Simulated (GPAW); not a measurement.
# PtSe2 (Sudovikovite) (P-3m1) in GPAW: notebook, part 2 of 2

GPAW 26.7.0. The steps go on from the part before.

### Step 3. Band structure, PBEsol, spin-orbit coupling, no magnetisation

Contents of run.py:

```python
import numpy as np
from ase import Atoms
from ase.dft.bandgap import bandgap
from ase.io import write
from ase.units import GPa
from gpaw import GPAW, PW, setup_paths
from gpaw.spinorbit import soc_eigenstates

setup_paths.insert(0, '.')

atoms = Atoms(['Pt', 'Se', 'Se'],
              cell=[[3.724, 0.0, 0.0],
                    [-1.862, 3.2250786037, 0.0],
                    [0.0, 0.0, 5.062]],
              scaled_positions=[[0.0, 0.0, 0.0],
                                [0.6666666667, 0.3333333333, 0.75],
                                [0.3333333333, 0.6666666667, 0.25]],
              pbc=True)

calc = GPAW(mode=PW(600),
            xc='PBEsol',
            kpts={'size': (8, 8, 5), 'gamma': True},
            occupations={'name': 'fermi-dirac', 'width': 0.05},
            nbands=26,
            convergence={'density': 1e-05, 'energy': 1e-05},
            maxiter=150,
            txt='gpaw.txt')
atoms.calc = calc
energy = atoms.get_potential_energy()
forces = atoms.get_forces()
stress = atoms.get_stress()
calc.write('gs.gpw')
write('result.traj', atoms)
print(f'Energy: {energy:.6f} eV')
print('Forces (eV/A):')
print(forces.round(4))
print('Stress (GPa):', (stress / GPa).round(3))
print('Fermi level:', round(calc.get_fermi_level(), 4), 'eV')
print(f'Gap: {bandgap(calc)[0]:.4f} eV, direct: {bandgap(calc, direct=True)[0]:.4f} eV')

path = atoms.cell.bandpath('GMKGALHA,LM,KH', npoints=60, eps=1e-4)
bs_calc = calc.fixed_density(kpts=path, symmetry='off', nbands=41,
                             convergence={'bands': 'CBM+6.0', 'eigenstates': 1e-6}, txt='bands.txt')
bs = bs_calc.band_structure()
bs.write('bs.json')
print(f'Gap on the path: {bandgap(bs_calc)[0]:.4f} eV')

soc = soc_eigenstates(bs_calc, theta=54.7, phi=45)
np.savetxt('soc_bands.dat', soc.eigenvalues(), fmt='%.4f')
mesh = soc_eigenstates('gs.gpw', theta=54.7, phi=45)
np.savetxt('soc_mesh.dat', mesh.eigenvalues(), fmt='%.4f')
print('Fermi level with spin-orbit coupling:', round(mesh.fermi_level, 4), 'eV')
```

Potentials or basis: PAW data sets generated in the run's folder for this functional, pw.

Run with:

```sh
> gpaw-setup -f PBEsol Pt Se
> OMP_NUM_THREADS=1 python run.py
```

gpaw.txt:

```text
__  _  _
 | _ |_)|_||  |
 |__||  | ||/\| - 26.7.0

Input parameters:
  mode=PW(ecut=600.0),
  convergence={'density': 1e-05, 'energy': 1e-05},
  kpts=MonkhorstPack(size=(8, 8, 5), gamma=True),
  maxiter=150,
  nbands=26,
  occupations=Occupations(name='fermi-dirac', width=0.05),
  xc=XC(name='PBEsol')

Diagonalizing LCAO Hamiltonian
Converting LCAO to pw mode

            Se

        Se

       Pt

Atoms  # Å, Bohr magnetons
|   | symbol |         x |        y |        z |    initial magnetic moments |
|---|--------|-----------|----------|----------|-----------------------------|
| 0 |     Pt |  0.000000 | 0.000000 | 0.000000 | ( 0.0000,  0.0000,  0.0000) |
| 1 |     Se |  1.862000 | 1.075026 | 3.796500 | ( 0.0000,  0.0000,  0.0000) |
| 2 |     Se | -0.000000 | 2.150052 | 1.265500 | ( 0.0000,  0.0000,  0.0000) |

Unit cell  # Å
| periodic |         x |        y |        z |  lengths |     angles |
|----------|-----------|----------|----------|----------|------------|
|      yes |  3.724000 | 0.000000 | 0.000000 | 3.724000 |  90.000000 |
|      yes | -1.862000 | 3.225079 | 0.000000 | 3.724000 |  90.000000 |
|      yes |  0.000000 | 0.000000 | 5.062000 | 5.062000 | 120.000000 |

Number of symmetries: 12
Symmetry operations  # r_c * U_cc + t_c -> r_c
|    | kind |            matrix            |
|----|------|------------------------------|
|  0 |  σ   |  1, 1, 0,  0,-1, 0,  0, 0, 1 |
|  1 |  S6  |  1, 1, 0, -1, 0, 0,  0, 0,-1 |
|  2 |  E   |  1, 0, 0,  0, 1, 0,  0, 0, 1 |
|  3 |  C2  |  1, 0, 0, -1,-1, 0,  0, 0,-1 |
|  4 |  C2  |  0, 1, 0,  1, 0, 0,  0, 0,-1 |
|  5 |  C3  |  0, 1, 0, -1,-1, 0,  0, 0, 1 |
|  6 |  S6  |  0,-1, 0,  1, 1, 0,  0, 0,-1 |
|  7 |  σ   |  0,-1, 0, -1, 0, 0,  0, 0, 1 |
|  8 |  σ   | -1, 0, 0,  1, 1, 0,  0, 0, 1 |
|  9 |  i   | -1, 0, 0,  0,-1, 0,  0, 0,-1 |
| 10 |  C3  | -1,-1, 0,  1, 0, 0,  0, 0, 1 |
| 11 |  C2  | -1,-1, 0,  0, 1, 0,  0, 0,-1 |

BZ-sampling:
  Number of BZ points: 320
  Number of IBZ points: 40

  Monkhorst-Pack size: [8, 8, 5]
  Monkhorst-Pack shift: [0.0625, 0.0625, 0.0]

K-points  # in reciprocal-cell coordinates
|     |                                coordinates |     weight |
|-----|--------------------------------------------|------------|
|   0 | (  0.00000000,   0.00000000,   0.00000000) | 0.00312500 |
|   1 | (  0.00000000,   0.00000000,   0.20000000) | 0.00625000 |
|   2 | (  0.00000000,   0.00000000,   0.40000000) | 0.00625000 |
|   3 | (  0.12500000,   0.00000000,  -0.40000000) | 0.01875000 |
|   4 | (  0.12500000,   0.00000000,  -0.20000000) | 0.01875000 |
|   5 | (  0.12500000,   0.00000000,   0.00000000) | 0.01875000 |
|   6 | (  0.12500000,   0.00000000,   0.20000000) | 0.01875000 |
|   7 | (  0.12500000,   0.00000000,   0.40000000) | 0.01875000 |
|   8 | (  0.25000000,  -0.12500000,   0.00000000) | 0.01875000 |
|   9 | (  0.25000000,  -0.12500000,   0.20000000) | 0.03750000 |
| ... |                                            |            |
|  39 | (  0.50000000,   0.50000000,   0.40000000) | 0.01875000 |

Plane wave coefficients: 2057
Cutoff: 600.0 eV

Spin-components: 1 (collinear spins)
Bands:           26
Projectors:      16
Spin-degeneracy: 2
Datatype:        complex128

Parallelization:
  kpt:    1
  domain: 1
  band:   1

Density:
  Valence electrons: 28.0
  Components: 1
  Grid points: [24 24 30]
  Charge: 0.0  # |e|

Potential:
  Grid points: [24 24 30]

species:
  Pt:
    name:    Platinum
    Z:       78.0
    valence: 16
    core:    62
    charge:  0.0  # [|e|]
    compensation charges:
      type: gauss
      rc: 0.41  # [Å]
      lmax: 2
    cutoffs:
      filter: 2.26  # [Å]
      core: 2.26  # [Å]
    projectors
    | kind |    occ | energy [eV] | rcut [Å] |
    |------|--------|-------------|----------|
    |   6s |  1.000 |      -5.666 |    1.307 |
    |   5p |  6.000 |     -56.073 |    1.371 |
    |   6p |  0.000 |      -0.783 |    1.371 |
    |   5d |  9.000 |      -6.179 |    1.307 |
    |    s |        |      21.545 |    1.307 |
    |    d |        |      21.032 |    1.307 |

    Using partial waves for Pt as LCAO basis

  Se:
    name:    Selenium
    Z:       34.0
    valence: 6
    core:    28
    charge:  0.0  # [|e|]
    compensation charges:
      type: gauss
      rc: 0.27  # [Å]
      lmax: 2
    cutoffs:
      filter: 1.77  # [Å]
      core: 2.67  # [Å]
    projectors
    | kind |    occ | energy [eV] | rcut [Å] |
    |------|--------|-------------|----------|
    |   4s |  2.000 |     -17.281 |    0.847 |
    |   4p |  4.000 |      -6.511 |    1.005 |
    |    s |        |       9.930 |    0.847 |
    |    p |        |      20.700 |    1.005 |
    |    d |        |       0.000 |    0.847 |

    Using partial waves for Se as LCAO basis

Reference energy: -632352.254211  # eV

eigensolver:
  PPCG
  Converge bands: occupied
  niter=2

density mixing:
  MSR1-Mixer
  Pratt-step length: 0.05
  Maximum mixing coefficient: 0.75
  Old densities: 10
  SVD Regularization: 0.005
  Good broyden scale: 1.0
  Trust region scale: 1.0
  Backstep threshold: 4.0
  History deletion threshold: 6.0
  Fourier metric: weight=20.0, sigma=0.015

occupation numbers:
  Fermi-Dirac:
    width: 0.0500  # eV

poisson solver:
  ecut: 4800.0  # eV

xc functional:
  name: PBEsol with 2 nearest neighbor stencil

convergence criteria:
[... 6 lines left out ...]
|iter     | |      energy | eigst |  dens |
|---------|-|-------------|-------|-------|
|iter:   1| |  -17.129684 | +0.16 |       |
|iter:   2| |  -16.779369 | -2.08 | -1.13 |
|iter:   3| |  -16.215941 | -1.86 | -1.19 |
|iter:   4| |  -16.183750 | -3.30 | -1.60 |
|iter:   5| |  -16.166697 | -3.43 | -1.86 |
|iter:   6| |  -16.166430 | -4.58 | -2.66 |
|iter:   7| |  -16.166465c| -5.11 | -3.19 |
|iter:   8| |  -16.166474c| -6.46 | -3.92 |
|iter:   9| |  -16.166475c| -7.57c| -4.55 |
|iter:  10| |  -16.166475c| -7.82c| -4.91 |
|iter:  11| |  -16.166475c| -8.73c| -5.98c|

Converged in 11 steps
Energy contributions relative to reference atoms: (reference = -632352.254211)

Energy contributions:
  Kinetic:           5.714207
  Coulomb:          -7.190795
  Zero:             -0.541516
  External:          0.000000
  Xc:              -14.145216
  Entropy:          -0.006311
  Spinorbit:         0.000000
  ----------------------------
  Free energy:     -16.169631
  Extrapolated:    -16.166475

dipole moment: (-6.427360, -11.132514, -17.473307)  # |e|*Ang

Fermi level: 8.249
Eigenvalues  # (at kpt = [0.000, 0.000, 0.000])
| band index |      eig [eV] | occ [0-2] |
|------------|---------------|-----------|
|          0 |       -45.667 |     2.000 |
|        ... |               |           |
|          5 |         1.016 |     2.000 |
|          6 |         1.740 |     2.000 |
|          7 |         1.740 |     2.000 |
|          8 |         4.190 |     2.000 |
|          9 |         4.190 |     2.000 |
|         10 |         5.650 |     2.000 |
[... 8 lines left out ...]
|         19 |        15.486 |     0.000 |
|         20 |        19.961 |     0.000 |
|        ... |               |           |
|         25 |        20.761 |     0.000 |

No gap
No difference between direct/indirect transitions

Forces  # eV/Ang
|        x |        y |        z |
|----------|----------|----------|
|  0.00000 |  0.00000 |  0.00000 |  # Pt   0
| -0.00000 | -0.00000 | -0.36608 |  # Se   1
|  0.00000 | -0.00000 |  0.36608 |  # Se   2

Stress tensor  # eV/Ang^3
|         x |         y |         z |
|-----------|-----------|-----------|
| -0.016352 | -0.000000 |  0.000000 |
| -0.000000 | -0.016352 |  0.000000 |
|  0.000000 |  0.000000 | -0.007619 |

# Writing to gs.gpw (mode='')
```

Wall time 87 s (1 thread of Intel Xeon Platinum 8488C (Sapphire Rapids), shared host); peak memory 0.39 GiB.

Results:

```yaml
Free_energy: -16.1696 eV
Pressure: 2.2 GPa
Largest_force: 0.366 eV/Å
Band_gap_along_the_path: none (metal or under the smearing width)
```

Forces in eV/Å, atoms in the order of the input:
```
Pt   0.000  0.000  0.000
Se   0.000  0.000 -0.366
Se   0.000  0.000  0.366
```

Levels at the corners of the path, in eV from the Fermi level:
| point | band 24 | band 25 | band 26 | band 27 | band 28 | band 29 | band 30 | band 31 | band 32 | band 33 |
| --- | --- | --- | --- | --- | --- | --- | --- | --- | --- | --- |
| Γ | -1.46 | -0.85 | -0.85 | 0.37 | 0.37 | 1.32 | 1.32 | 1.45 | 1.45 | 3.42 |
| M | -3.45 | -3.30 | -3.30 | -2.80 | -2.80 | 0.60 | 0.60 | 2.27 | 2.27 | 4.68 |
| K | -2.76 | -1.99 | -1.99 | -1.77 | -1.77 | -0.13 | -0.13 | 0.04 | 0.04 | 3.98 |
| Γ | -1.46 | -0.85 | -0.85 | 0.37 | 0.37 | 1.32 | 1.32 | 1.45 | 1.45 | 3.42 |
| A | -1.78 | -1.72 | -1.72 | -1.32 | -1.32 | 2.19 | 2.19 | 2.27 | 2.27 | 4.54 |
| L | -2.97 | -2.94 | -2.94 | -1.39 | -1.39 | 0.91 | 0.91 | 1.45 | 1.45 | 4.48 |
| H | -3.69 | -2.59 | -2.59 | -2.37 | -2.37 | 1.88 | 1.88 | 1.97 | 1.97 | 6.50 |
| A | -1.78 | -1.72 | -1.72 | -1.32 | -1.32 | 2.19 | 2.19 | 2.27 | 2.27 | 4.54 |
| L | -2.97 | -2.94 | -2.94 | -1.39 | -1.39 | 0.91 | 0.91 | 1.45 | 1.45 | 4.48 |
| M | -3.45 | -3.30 | -3.30 | -2.80 | -2.80 | 0.60 | 0.60 | 2.27 | 2.27 | 4.68 |
| K | -2.76 | -1.99 | -1.99 | -1.77 | -1.77 | -0.13 | -0.13 | 0.04 | 0.04 | 3.98 |
| H | -3.69 | -2.59 | -2.59 | -2.37 | -2.37 | 1.88 | 1.88 | 1.97 | 1.97 | 6.50 |

Caveat: spin-orbit coupling was added after a scalar SCF, so levels and gaps hold it while energy, forces, pressure and moments don't; this program's spin-orbit splittings come out too wide for heavy elements.
